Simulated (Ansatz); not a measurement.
# BP: energy against volume in PBE, exact exchange and the RPA

Aim: the volume at rest and the bulk modulus of BP (zincblende) in the random-phase approximation, beside PBE and exact exchange alone.

The runs shown are made with Ansatz 0.2.0. PBE orbitals, norm-conserving pseudopotentials, plane waves. No spin polarisation and no zero-point or thermal motion.

**1. The cell**

The cell was relaxed beforehand with r2SCAN; volume changes: +0 %, -5 %, +5 %, -10 %, +10 %.

The symmetry is F-43m (No. 216, cubic); conventional cell a = 4.537 Å, 11.67 Å³ an atom. Around B lie 4 P at 1.96 Å; around P lie 4 B at 1.96 Å.

Structure file:

```
CELL_PARAMETERS angstrom
0.00000 2.26832 2.26832
2.26832 0.00000 2.26832
2.26832 2.26832 0.00000
ATOMIC_POSITIONS crystal
B 0.00000 0.00000 0.00000
P 0.25000 0.25000 0.25000
```

**2. The unscaled cell**

input.yaml reads:

```yaml
crystal:
  lattice:
    - [0.0, 2.2683157262, 2.2683157262]
    - [2.2683157262, 0.0, 2.2683157262]
    - [2.2683157262, 2.2683157262, 0.0]
  atoms:
    - { symbol: B, position: [0.0, 0.0, 0.0] }
    - { symbol: P, position: [0.25, 0.25, 0.25] }
kpoints:
  mp_grid: { grid: [6, 6, 6] }
hamiltonian:
  xc: pbe
  pseudopotentials: { kind: nc }
scf:
  occupations: { method: fixed }
output:
  rpa_energy:
    ecut_chi_ladder: [317, 355, 394, 437, 480]
    long_wavelength: optical_limit
basis:
  ecutwfc: 1116.0
```

The runs that follow: Volume -5 %; Volume +5 %; Volume -10 %; Volume +10 %.

Before running it: what results should come out?

As calculated:

Energies in meV/atom from the unscaled cell:

| volume (Å³/atom) | PBE | exact exchange | EXX+RPA | RPA correlation |
| --- | --- | --- | --- | --- |
| 10.504 | 81.8 | 102.5 | 64.5 | -37.9 |
| 11.088 | 21.5 | 29.4 | 12.9 | -16.5 |
| 11.671 | 0.0 | 0.0 | 0.0 | 0.0 |
| 12.255 | 8.9 | 5.7 | 17.6 | 12.0 |
| 12.838 | 41.8 | 39.4 | 59.4 | 20.0 |

| energy | V₀ (Å³/atom) | B₀ (GPa) | B₀′ |
| --- | --- | --- | --- |
| PBE | 11.772 | 161 | 3.8 |
| exact exchange | 11.854 | 181 | 3.5 |
| EXX+RPA | 11.603 | 171 | 3.7 |

Birch–Murnaghan fits.

What this shows: RPA correlation grows stronger on compression, so it pulls the cell in against exact exchange alone. The log puts the extrapolation error of each correlation energy at up to 1 meV/atom, against 65 meV/atom for the whole EXX+RPA curve; part of it cancels between volumes. EXX+RPA puts the volume -1.4 % from PBE and the bulk modulus +6 %. The 6×6×6 mesh and the pseudopotentials limit these values, and the core-valence term stays semilocal.
